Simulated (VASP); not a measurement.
# Li (Fm-3m) in VASP: electric field gradients with PBE

Aim: the electric field gradients of Li with PBE.

Everything below comes from runs of VASP 6.6.1. Logs are shortened: lines on timing, memory, paths and dates and some standing lists are left out, and cuts for length are marked.

## 1. The undisturbed crystal

Symmetry: Fm-3m, No. 225, cubic system. The conventional cell has a = 4.404 Å, b = 4.404 Å, c = 4.404 Å, α = 90.00°, β = 90.00°, γ = 90.00°. Li (site symmetry m-3m) has 12 Li at 3.11 Å as nearest neighbours.

This isn't the form of Li at room conditions, which is bcc.

## 2. Electric field gradients, PBE (xy shear strain of -1 %, crystal datasets)

Contents of INCAR:

```
SYSTEM = Li
ALGO     = Normal         ! electronic algorithm
EDIFF    = 1E-8           ! SCF threshold, eV
ENCUT    = 520            ! plane-wave cutoff, eV
GGA      = PE             ! functional
ISIF     = 2              ! what is computed and relaxed
ISMEAR   = -1             ! smearing method
LASPH    = .TRUE.         ! aspherical terms in the spheres
LCHARG   = .FALSE.        ! write CHGCAR
LEFG     = .TRUE.       
LREAL    = .FALSE.        ! projectors in reciprocal space
LWAVE    = .FALSE.        ! write WAVECAR
NBANDS   = 8              ! bands
NELM     = 60             ! most SCF steps
PREC     = Accurate       ! precision mode
SIGMA    = 0.08           ! smearing width, eV
```

Contents of KPOINTS:

```
k-points
0
G
  13 13 13
  0 0 0
```

Contents of POSCAR:

```
Li
1.0
   -0.0110100000      2.2020000000      2.2020000000
    2.2020000000     -0.0110100000      2.2020000000
    2.1909900000      2.1909900000      0.0000000000
Li
1
Direct
    0.0000000000      0.0000000000      0.0000000000
```

Potentials or basis: VASP PAW PBE potentials, release 64 (Li_sv).

Launch:

```sh
$ cat potpaw_PBE.64/Li_sv/POTCAR > POTCAR
$ mpirun -np 1 vasp_std > vasp.out
```

OUTCAR:

```text
SYSTEM = Li
   EDIFF = 1E-8
   ENCUT = 520
   GGA = PE
   ISIF = 2
   ISMEAR = -1
   LASPH = .TRUE.
   LREAL = .FALSE.
   NELM = 60
   PREC = Accurate

 ion  position               nearest neighbor table
   1  0.000  0.000  0.000-

  LATTYP: Found a body centered orthorhombic cell.
 ALAT       =     3.0985277730
 B/A-ratio  =     1.0100502513
 C/A-ratio  =     1.4213201632

  Lattice vectors:

 A1 = (   0.0110100000,  -2.2020000000,  -2.2020000000)
 A2 = (  -0.0110100000,   2.2020000000,  -2.2020000000)
 A3 = (   2.2020000000,  -0.0110100000,   2.2020000000)

Analysis of symmetry for initial positions (statically):
=====================================================================
 Subroutine PRICEL returns:
 Original cell was already a primitive cell.

 Routine SETGRP: Setting up the symmetry group for a
 body centered orthorhombic supercell.

 Subroutine GETGRP returns: Found  8 space group operations
 (whereof  8 operations were pure point group operations)
 out of a pool of  8 trial point group operations.

The static configuration has the point symmetry D_2h.

Analysis of symmetry for dynamics (positions and initial velocities):
=====================================================================
 Subroutine PRICEL returns:
 Original cell was already a primitive cell.

 Routine SETGRP: Setting up the symmetry group for a
 body centered orthorhombic supercell.

 Subroutine GETGRP returns: Found  8 space group operations
 (whereof  8 operations were pure point group operations)
 out of a pool of  8 trial point group operations.

The dynamic configuration has the point symmetry D_2h.

 Subroutine INISYM returns: Found  8 space group operations
 (whereof  8 operations are pure point group operations),
 and found     1 'primitive' translations

----------------------------------------------------------------------------------------

                                     Primitive cell

  volume of cell :      21.3536

  direct lattice vectors                    reciprocal lattice vectors
    -0.011010000  2.202000000  2.202000000    -0.225936620  0.225936620  0.227066303
     2.202000000 -0.011010000  2.202000000     0.225936620 -0.225936620  0.227066303
     2.190990000  2.190990000  0.000000000     0.228207340  0.228207340 -0.227066303

  length of vectors
     3.114117727  3.114117727  3.098527773     0.391987014  0.391987014  0.394609030

  position of ions in fractional coordinates (direct lattice)
     0.000000000  0.000000000  0.000000000

  ion indices of the primitive-cell ions
   primitive index   ion index
                 1           1

----------------------------------------------------------------------------------------

 KPOINTS: k-points

Automatic generation of k-mesh.
 Grid dimensions read from file:
 generate k-points for:   13   13   13

 Generating k-lattice:

  Cartesian coordinates                     Fractional coordinates (reciprocal lattice)
    -0.017379740  0.017379740  0.017466639     0.076923077  0.000000000  0.000000000
     0.017379740 -0.017379740  0.017466639     0.000000000  0.076923077  0.000000000
     0.017554411  0.017554411 -0.017466639     0.000000000  0.000000000  0.076923077

  Length of vectors
     0.030152847  0.030152847  0.030354541

  Shift w.r.t. Gamma in fractional coordinates (k-lattice)
     0.000000000  0.000000000  0.000000000

 Subroutine IBZKPT returns following result:
 ===========================================

 Found    343 irreducible k-points:

 Following reciprocal coordinates:
            Coordinates               Weight
  0.000000  0.000000  0.000000      1.000000
  0.076923 -0.000000  0.000000      4.000000
  0.153846  0.000000  0.000000      4.000000
  0.230769 -0.000000  0.000000      4.000000
  0.307692  0.000000  0.000000      4.000000
  0.384615  0.000000  0.000000      4.000000
[... 16 lines left out ...]
  0.384615  0.153846  0.000000      4.000000
  0.461538  0.153846  0.000000      4.000000
 [... further k-points ...]
   k-points           NKPTS =    343   k-points in BZ     NKDIM =    343   number of bands    NBANDS=      8
   number of dos      NEDOS =    301   number of ions     NIONS =      1
   total plane-waves  NPLWV =  13824
   dimension x,y,z NGX =    24 NGY =   24 NGZ =   24
   dimension x,y,z NGXF=    48 NGYF=   48 NGZF=   48
   ions per type =               1
   NGX,Y,Z   is equivalent  to a cutoff of  12.81, 12.81, 12.88 a.u.
   NGXF,Y,Z  is equivalent  to a cutoff of  25.62, 25.62, 25.75 a.u.
 SYSTEM =  Li
   PREC   = accura    normal or accurate (medium, high low for compatibility)
   ISTART =      0    job   : 0-new  1-cont  2-samecut
   ICHARG =      2    charge: 1-file 2-atom 10-const
   ISPIN  =      1    spin polarized calculation?
   LNONCOLLINEAR =      F non collinear calculations
   LSORBIT =      F    spin-orbit coupling
   LASPH  =      T    aspherical Exc in radial PAW
   ENCUT  =  520.0 eV  38.22 Ry    6.18 a.u.   5.79  5.79  5.76*2*pi/ulx,y,z
   NELM   =     60;   NELMIN=  2; NELMDL= -5     # of ELM steps
   EDIFF  = 0.1E-07   stopping-criterion for ELM
   LREAL  =      F    real-space projection
   EDIFFG = 0.1E-06   stopping-criterion for IOM
   NSW    =      0    number of steps for IOM
   IBRION =     -1    ionic relax: 0-MD 1-quasi-New 2-CG
   NFREE  =      0    steps in history (QN), initial steepest desc. (CG)
   ISIF   =      2    stress and relaxation
   ISYM   =      2    0-nonsym 1-usesym 2-fastsym
   POTIM  = 0.5000    time-step for ionic-motion
   TEBEG  =    0.0;   TEEND  =   0.0 temperature during run
   PSTRESS=    0.0 pullay stress
   NELECT =       3.0000    total number of electrons
   NUPDOWN=      -1.0000    fix difference up-down
   EMIN   =  10.00;   EMAX   =-10.00  energy-range for DOS
   EFERMI =   0.00;   METHOD = LEGACY
   ISMEAR =    -1;   SIGMA  =   0.08  broadening in eV -4-tet -1-fermi 0-gaus
   EFERMI_NEDOS =   21; number of points for ismear=-14 and -15
   IALGO  =     38    algorithm
   IMIX   =      4    mixing-type and parameters
     AMIX     =   0.40;   BMIX     =  1.00
     AMIX_MAG =   1.60;   BMIX_MAG =  1.00
  volume/ion in A,a.u.               =      21.35       144.10
  Fermi-wavevector in a.u.,A,eV,Ry     =   0.851056  1.608263  9.854653  0.724297
  Thomas-Fermi vector in A             =   1.967130
   LORBIT       =      0    0 simple, 1 ext, 2 COOP (PROOUT), +10 PAW based schemes
   GGA     = PE    functional components
   LHFCALC =     F    Hartree Fock is set to
   AEXX    =    0.0000 exact exchange contribution
   IVDW    =     0    specifies the selected vdW correction
   LEPSILON=     F    determine dielectric tensor
   LRPA    =     F    only Hartree local field effects (RPA)
 non-spin polarized calculation
  energy-cutoff  :      520.00
  volume of cell :       21.35
 maximum number of plane-waves:       586
   NGX = 11   NGY = 11   NGZ = 11

 number of electron       3.0000005 magnetization

 Free energy of the ion-electron system (eV)
  ---------------------------------------------------
  ext. energy  EPLUGINS =         0.00000000
  ---------------------------------------------------
  free energy    TOTEN  =        -1.90724046 eV

  energy without entropy =       -1.89476195  energy(sigma->0) =       -1.90100120

 E-fermi :   0.5023     XC(G=0):  -6.9187

 val. band max:        0.4715406132   @ k =  -0.2308   0.0769   0.3077
 cond. band min:       0.5026439791   @ k =  -0.2308  -0.3077   0.4615
 fundamental gap:      0.0311033659
 Fermi energy:         0.5023282034

 k-point     1 :       0.0000    0.0000    0.0000
  band No.  band energies     occupation
      1     -46.1354      2.00000
      2      -3.0086      2.00000
      3      14.2087      0.00000
      4      14.3084      0.00000
      5      14.4172      0.00000
      6      17.9697      0.00000
      7      18.1171      0.00000
      8      18.2710      0.00000

 k-point     2 :       0.0769   -0.0000    0.0000
  band No.  band energies     occupation
      1     -46.1347      2.00000
      2      -2.9058      2.00000
      3      13.1369      0.00000
      4      14.0570      0.00000
      5      14.1947      0.00000
      6      17.3978      0.00000
      7      18.4588      0.00000
      8      18.6633      0.00000

 k-point     3 :       0.1538    0.0000    0.0000
  band No.  band energies     occupation
      1     -46.1324      2.00000
      2      -2.5967      2.00000
      3      10.9326      0.00000
      4      13.6159      0.00000
      5      13.7407      0.00000
      6      17.4767      0.00000
      7      19.1624      0.00000
      8      19.3351      0.00000

 k-point     4 :       0.2308   -0.0000    0.0000
  band No.  band energies     occupation
      1     -46.1292      2.00000
      2      -2.0830      2.00000
      3       8.6440      0.00000
      4      13.2032      0.00000
      5      13.3110      0.00000
      6      17.8063      0.00000
      7      18.7901      0.00000
      8      18.8908      0.00000

 k-point     5 :       0.3077    0.0000    0.0000
  band No.  band energies     occupation
      1     -46.1259      2.00000
      2      -1.3738      2.00000
      3       6.5354      0.00000
      4      12.9118      0.00000
      5      13.0014      0.00000
      6      17.7812      0.00000
      7      17.8135      0.00000
      8      17.9047      0.00000
[... 177 lines left out ...]
 k-point    22 :       0.3077    0.1538    0.0000
  band No.  band energies     occupation
      1     -46.1259      2.00000
      2      -1.4829      2.00000
      3       8.1294      0.00000
      4      11.1436      0.00000
      5      12.8744      0.00000
      6      14.4683      0.00000
      7      16.5127      0.00000
      8      21.5031      0.00000

 k-point    23 :       0.3846    0.1538    0.0000
  band No.  band energies     occupation
      1     -46.1230      2.00000
      2      -0.7023      2.00000
      3       6.1237      0.00000
      4      10.9950      0.00000
      5      11.8574      0.00000
      6      14.3543      0.00000
      7      17.9845      0.00000
      8      20.4746      0.00000

 k-point    24 :       0.4615    0.1538    0.0000
  band No.  band energies     occupation
      1     -46.1208      2.00000
      2       0.2134      1.94740
      3       4.4155      0.00000
      4      11.0047      0.00000
      5      11.0841      0.00000
      6      14.3969      0.00000
      7      19.5764      0.00000
      8      19.6062      0.00000

 [... further k-points ...]

------------------------ aborting loop because EDIFF is reached ----------------------------------------

  FORCE on cell =-STRESS in cart. coord.  units (eV):
  Direction    XX          YY          ZZ          XY          YZ          ZX
  --------------------------------------------------------------------------------------
  -------------------------------------------------------------------------------------
  Total       -0.0969321     -0.0969321     -0.0971549      0.0085214      0.0000000      0.0000000
  in kB       -7.2728904     -7.2728904     -7.2896065      0.6393696      0.0000000      0.0000000
  external PRESSURE =      -7.2784624 kB  Pullay stress =       0.0000000 kB

 VOLUME and BASIS-vectors are now :
 -----------------------------------------------------------------------------
  energy-cutoff  :      520.00
  volume of cell :       21.35
      direct lattice vectors                 reciprocal lattice vectors
    -0.011010000  2.202000000  2.202000000    -0.225936620  0.225936620  0.227066303
     2.202000000 -0.011010000  2.202000000     0.225936620 -0.225936620  0.227066303
     2.190990000  2.190990000  0.000000000     0.228207340  0.228207340 -0.227066303

 POSITION                                       TOTAL-FORCE (eV/Angst)
 -----------------------------------------------------------------------------------
      0.00000      0.00000      0.00000         0.000000     -0.000000      0.000000
 -----------------------------------------------------------------------------------
    total drift:                               -0.000000      0.000000     -0.000000

  FREE ENERGIE OF THE ION-ELECTRON SYSTEM (eV)
  ---------------------------------------------------
  free  energy   TOTEN  =        -1.9072404600 eV

  energy  without entropy=       -1.8947619470  energy(sigma->0) =       -1.90100120

 Electric field gradients (V/A^2)
---------------------------------------------------------------------
 ion       V_xx      V_yy      V_zz      V_xy      V_xz      V_yz
---------------------------------------------------------------------
   1      -0.000    -0.000     0.001     0.044     0.001     0.001
---------------------------------------------------------------------

 Electric field gradients after diagonalization (V/A^2)
 (convention: |V_zz| > |V_xx| > |V_yy|)
----------------------------------------------------------------------
 ion       V_xx      V_yy      V_zz     asymmetry (V_yy - V_xx)/ V_zz
----------------------------------------------------------------------
   1       0.043     0.001    -0.044       0.963
----------------------------------------------------------------------

           NMR quadrupolar parameters

 Cq : quadrupolar parameter    Cq=e*Q*V_zz/h
 eta: asymmetry parameters     (V_yy - V_xx)/ V_zz
 Q  : nuclear electric quadrupole moment in mb (millibarn)
----------------------------------------------------------------------
 ion       Cq(MHz)       eta       Q (mb)
----------------------------------------------------------------------
   1      -0.000       0.963       1.000
----------------------------------------------------------------------
```

Wall time 34 s (1 thread of Intel Xeon Platinum 8488C (Sapphire Rapids), shared host); peak memory 0.16 GiB.

Results:

```yaml
Free_energy: -1.9072 eV
Band_gap_on_the_k_mesh: none (metal or under the smearing width)
```

Electric field gradients, principal values (V/Å²):
| atom | Vxx | Vyy | Vzz |
| --- | --- | --- | --- |
| 1 Li | 0.001 | 0.043 | -0.044 |

Caveat: the cutoff is under 1.25 times the usual one of these potentials, so pressure, stress and relaxed cells hold a basis-set (Pulay) error.
